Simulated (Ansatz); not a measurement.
**Molecular dynamics of TiO2**

The input (input.yaml):

```yaml
accuracy: low
crystal:
  lattice:
    - [4.807847, 0.0, 0.0]
    - [0.0, 5.080247, 0.0]
    - [-0.741973, 0.0, 4.906068]
  atoms:
    - { symbol: Ti, position: [0.309, 0.045, 0.218] }
    - { symbol: Ti, position: [0.691, 0.545, 0.282] }
    - { symbol: Ti, position: [0.691, 0.955, 0.782] }
    - { symbol: Ti, position: [0.309, 0.455, 0.718] }
    - { symbol: O, position: [0.056, 0.347, 0.282] }
    - { symbol: O, position: [0.944, 0.847, 0.218] }
    - { symbol: O, position: [0.944, 0.653, 0.718] }
    - { symbol: O, position: [0.056, 0.153, 0.782] }
    - { symbol: O, position: [0.425, 0.727, 0.463] }
    - { symbol: O, position: [0.575, 0.227, 0.037] }
    - { symbol: O, position: [0.575, 0.273, 0.537] }
    - { symbol: O, position: [0.425, 0.773, 0.963] }
basis:
  ecutwfc: 420.0
kpoints:
  mp_grid: { grid: [3, 3, 3] }
hamiltonian:
  xc: pbe
  pseudopotentials: { kind: paw, azcp: { folder: soft_1 } }
scf:
  occupations: { method: fermi_dirac, width: 0.36 }
  lower_state_search: "off"
md:
  timestep: 1.12
  n_steps: 110
  ensemble: nvt_langevin
  temperature: 4200.0
  initial_velocities: maxwell_boltzmann
  seed: 397787
  friction: 0.02
```

Launched with:

```bash
$ ansatz run input.yaml --threads 1 --pin off --max-ram 3072MiB --backend cpu --events-out ev --progress --plain --runs-dir out
```

It starts from an unrelaxed structure (largest force component 4.47 eV/Å).

Output, in part (one step line in 4):

```
md step     0: t =     0.00 fs  T =  3850.0 K  F+E_penalty+E_count = -14550.82607962 eV  E_kin = 5.971812 eV  (9 SCF iters)
md step     4: t =     4.48 fs  T =  3648.5 K  F+E_penalty+E_count = -14550.13105695 eV  E_kin = 5.659293 eV  (7 SCF iters)
md step     8: t =     8.96 fs  T =  3072.7 K  F+E_penalty+E_count = -14549.29923799 eV  E_kin = 4.766164 eV  (6 SCF iters)
md step    12: t =    13.44 fs  T =  3937.5 K  F+E_penalty+E_count = -14549.00610831 eV  E_kin = 6.107587 eV  (7 SCF iters)
md step    16: t =    17.92 fs  T =  4133.3 K  F+E_penalty+E_count = -14548.95348291 eV  E_kin = 6.411208 eV  (7 SCF iters)
md step    20: t =    22.40 fs  T =  4355.4 K  F+E_penalty+E_count = -14549.03840183 eV  E_kin = 6.755798 eV  (9 SCF iters)
md step    24: t =    26.88 fs  T =  3886.5 K  F+E_penalty+E_count = -14549.11556957 eV  E_kin = 6.028448 eV  (8 SCF iters)
md step    28: t =    31.36 fs  T =  4845.4 K  F+E_penalty+E_count = -14549.30914570 eV  E_kin = 7.515757 eV  (8 SCF iters)
md step    32: t =    35.84 fs  T =  5220.2 K  F+E_penalty+E_count = -14548.79868388 eV  E_kin = 8.097188 eV  (8 SCF iters)
md step    36: t =    40.32 fs  T =  3602.6 K  F+E_penalty+E_count = -14547.15640204 eV  E_kin = 5.588010 eV  (7 SCF iters)
md step    40: t =    44.80 fs  T =  3282.0 K  F+E_penalty+E_count = -14546.42423151 eV  E_kin = 5.090783 eV  (9 SCF iters)
md step    44: t =    49.28 fs  T =  3747.8 K  F+E_penalty+E_count = -14547.71658346 eV  E_kin = 5.813221 eV  (7 SCF iters)
md step    48: t =    53.76 fs  T =  4045.8 K  F+E_penalty+E_count = -14548.46222487 eV  E_kin = 6.275471 eV  (7 SCF iters)
md step    52: t =    58.24 fs  T =  3643.8 K  F+E_penalty+E_count = -14548.40726920 eV  E_kin = 5.652028 eV  (6 SCF iters)
md step    56: t =    62.72 fs  T =  3519.9 K  F+E_penalty+E_count = -14548.15580987 eV  E_kin = 5.459716 eV  (7 SCF iters)
md step    60: t =    67.20 fs  T =  3206.4 K  F+E_penalty+E_count = -14548.23100948 eV  E_kin = 4.973495 eV  (8 SCF iters)
md step    64: t =    71.68 fs  T =  3880.1 K  F+E_penalty+E_count = -14548.95949119 eV  E_kin = 6.018561 eV  (7 SCF iters)
md step    68: t =    76.16 fs  T =  3780.5 K  F+E_penalty+E_count = -14549.39839189 eV  E_kin = 5.863949 eV  (7 SCF iters)
md step    72: t =    80.64 fs  T =  3468.5 K  F+E_penalty+E_count = -14549.72086152 eV  E_kin = 5.380043 eV  (7 SCF iters)
md step    76: t =    85.12 fs  T =  3859.2 K  F+E_penalty+E_count = -14550.01044020 eV  E_kin = 5.986043 eV  (7 SCF iters)
md step    80: t =    89.60 fs  T =  4166.8 K  F+E_penalty+E_count = -14550.56618824 eV  E_kin = 6.463271 eV  (11 SCF iters)
md step    84: t =    94.08 fs  T =  5032.9 K  F+E_penalty+E_count = -14551.34573940 eV  E_kin = 7.806698 eV  (8 SCF iters)
md step    88: t =    98.56 fs  T =  5131.8 K  F+E_penalty+E_count = -14550.88414902 eV  E_kin = 7.960007 eV  (8 SCF iters)
md step    92: t =   103.04 fs  T =  4401.9 K  F+E_penalty+E_count = -14549.86735898 eV  E_kin = 6.827891 eV  (7 SCF iters)
md step    96: t =   107.52 fs  T =  3283.7 K  F+E_penalty+E_count = -14548.60455884 eV  E_kin = 5.093440 eV  (7 SCF iters)
md step   100: t =   112.00 fs  T =  3596.6 K  F+E_penalty+E_count = -14548.65240035 eV  E_kin = 5.578748 eV  (11 SCF iters)
md step   104: t =   116.48 fs  T =  4497.2 K  F+E_penalty+E_count = -14549.47716866 eV  E_kin = 6.975695 eV  (9 SCF iters)
md step   108: t =   120.96 fs  T =  4428.9 K  F+E_penalty+E_count = -14550.02909431 eV  E_kin = 6.869761 eV  (8 SCF iters)
md step   110: t =   123.20 fs  T =  5379.3 K  F+E_penalty+E_count = -14549.96123812 eV  E_kin = 8.343945 eV  (11 SCF iters)
```

All steps were run. A run of 0.12 ps of so small a system gives no equilibrium averages. Limits of this set-up: coarse k mesh, low accuracy level.

Mean squared displacements from the first frame to the last, about the centre of mass: Ti 0.14 Å², O 0.21 Å².

Last frame:

```xyz
12
Lattice="4.8078 0.0000 0.0000 0.0000 5.0802 0.0000 -0.7420 0.0000 4.9061" Properties=species:S:1:pos:R:3
Ti 0.620 0.623 1.436
Ti 2.488 3.037 1.619
Ti 2.477 5.270 4.516
Ti -0.065 2.920 3.641
O -0.817 2.311 1.929
O 3.884 4.704 1.328
O 3.250 3.806 3.625
O -1.208 1.296 4.281
O 0.809 4.543 3.401
O 2.016 1.766 0.393
O 1.587 1.861 2.722
O 0.560 4.224 5.815
```

The run took 27 min on 1 thread of Intel(R) Xeon(R) Processor @ 2.50GHz (Skylake/Cascade Lake) (shared host), peak memory 0.46 GiB.
